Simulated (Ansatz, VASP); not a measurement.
# HfC in VASP and in Ansatz

INCAR

```
SYSTEM = HfC
  ALGO = Normal
  EDIFF = 1E-7
  ENCUT = 520
  GGA = PE
  ISIF = 2
  ISMEAR = -1
  LASPH = .TRUE.
  LCHARG = .FALSE.
  LREAL = .FALSE.
  LWAVE = .FALSE.
  NBANDS = 14
  NELM = 100
  PREC = Accurate
  SIGMA = 0.02
```

File KPOINTS:

```
k-points
0
G
  6 6 6
  0 0 0
```

POSCAR

```
HfC
1.0
    0.0000000000      2.3250000000      2.3250000000
    2.3250000000      0.0000000000      2.3250000000
    2.3250000000      2.3250000000      0.0000000000
Hf C
1 1
Direct
    0.5000000000      0.5000000000      0.5000000000
    0.0000000000      0.0000000000      0.0000000000
```

Contents of input.yaml:

```yaml
crystal:
  lattice:
    - [0.0, 2.325, 2.325]
    - [2.325, 0.0, 2.325]
    - [2.325, 2.325, 0.0]
  atoms:
    - { symbol: Hf, position: [0.5, 0.5, 0.5] }
    - { symbol: C, position: [0.0, 0.0, 0.0] }
kpoints:
  mp_grid: { grid: [6, 6, 6] }
scf:
  occupations: { method: fermi_dirac, width: 0.02 }
hamiltonian:
  xc: pbe
  pseudopotentials: { kind: all_electron, lapw: { basis_error: 0.003 } }
output:
  forces: true
  stress: true
  eigenvalues: true
```

Alike in both runs: task single point; functional PBE; k mesh 6 × 6 × 6; occupations fermi-dirac, width 0.02 eV; no spin polarisation.

```csv
,VASP,Ansatz
version,VASP 6.6.1,Ansatz 0.2.0
potentials or method,"VASP PAW PBE potentials, release 64 (Hf_pv, C)","all-electron LAPW, scalar-relativistic"
plane-wave cutoff (eV),520,see its input
```

Ansatz gave:

```
gap on the k mesh at the Fermi level (eV) : none
pressure (GPa)                            : 0.2
```

What did VASP give for the same quantities?

gap on the k mesh at the Fermi level (eV): none; pressure (GPa): -0.5.

A gap of «none» marks a metal or a gap that the smearing closes. Ansatz ran all-electron here, so the differences hold the error of VASP's frozen core and of both bases.

Caveats: the k mesh is coarse (spacing up to 0.39 Å⁻¹), so the values aren't converged. The runs have no spin-orbit coupling, so splittings on Hf are missing.
